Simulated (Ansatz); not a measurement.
Yb

```
Yb
1.0
     0.00000    2.72463    2.72463
     2.72463    0.00000    2.72463
     2.72463    2.72463    0.00000
Yb
1
Cartesian
  0.0000 0.0000 0.0000
```

The cell is the one relaxed in the Materials Project (mp-162), not relaxed further here; entries there can be hypothetical.

Semilocal functionals without a Hubbard term describe localised f shells poorly; where the shell is localised, the real material differs.

Spin–orbit coupling is left out, though it moves levels of the heavy atoms by tenths of an eV or more.

Theory: DFT, PBEsol, all-electron LAPW, scalar-relativistic (Ansatz 0.2.0).

The runs use a Γ-centred 12×12×12 k mesh, Fermi–Dirac smearing of 0.03 eV, basis error target 1 meV/atom, no spin polarisation.

```yaml
Pressure_at_this_cell: -3.16 GPa
Volume_per_atom: 40.45 Å³
```

Question: Predict this quantity. Density of states at the Fermi level (0.2 eV bin).

Answer: 0.44 states/eV per cell.

Question: Band gap: what does the calculation give?

Answer: None at this level of theory (metallic, semimetallic, or a small gap that the functional closes).
